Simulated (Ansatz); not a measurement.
Runs of Ansatz 0.2.0 on BN. Symmetry: F-43m, No. 216, cubic system. The conventional cell has a = 3.626 Å, b = 3.626 Å, c = 3.626 Å, α = 90.00°, β = 90.00°, γ = 90.00°. Around N (site symmetry -43m) lie 4 B at 1.57 Å. Around B (site symmetry -43m) lie 4 N at 1.57 Å. The cell is a database's computed one.

```csv
task,level,cell,k mesh,cutoff (eV),points for each segment of the path,mesh quality,gap on the mesh (eV),pressure (GPa),relaxed volume (Å³/atom)
relaxation of cell and atoms,RPBE+D4,relaxed,13 × 13 × 13,420,-,not flagged,4.60,0.0,5.81
band structure,HF,as given,7 × 7 × 7,420,4,coarse,-,(a),-
band structure,r2SCANh,as given,7 × 7 × 7,500,4,coarse,6.00,(b),-
band structure,r2SCAN0,as given,7 × 7 × 7,500,4,coarse,7.14,-11.7,-
relaxation of cell and atoms,HF,relaxed,7 × 7 × 7,420,-,coarse,14.09,0.0,5.83
```

Alike in all rows: potentials or basis Ansatz PAW; no spin polarisation; smearing fermi-dirac 0.05 eV.

Question: Fill in the values left out.

Answer: (a) -9.3; (b) -7.8.

Caveats: some runs use coarse meshes; the PAW data sets come from PBE, with cores solved anew for the run's functional, which leaves a small shift of forces and pressure; the thresholds are loose for stress (some runs); odd divisions of the mesh miss points on the zone boundary, where band edges often lie, so the gap on the mesh can be too wide (some runs); the plane-wave basis is chosen anew once the cell has moved, so the energies of steps on either side of that aren't comparable (some runs); the k mesh misses the band edges, so the gap on the mesh is wider than the one along the path (some runs).
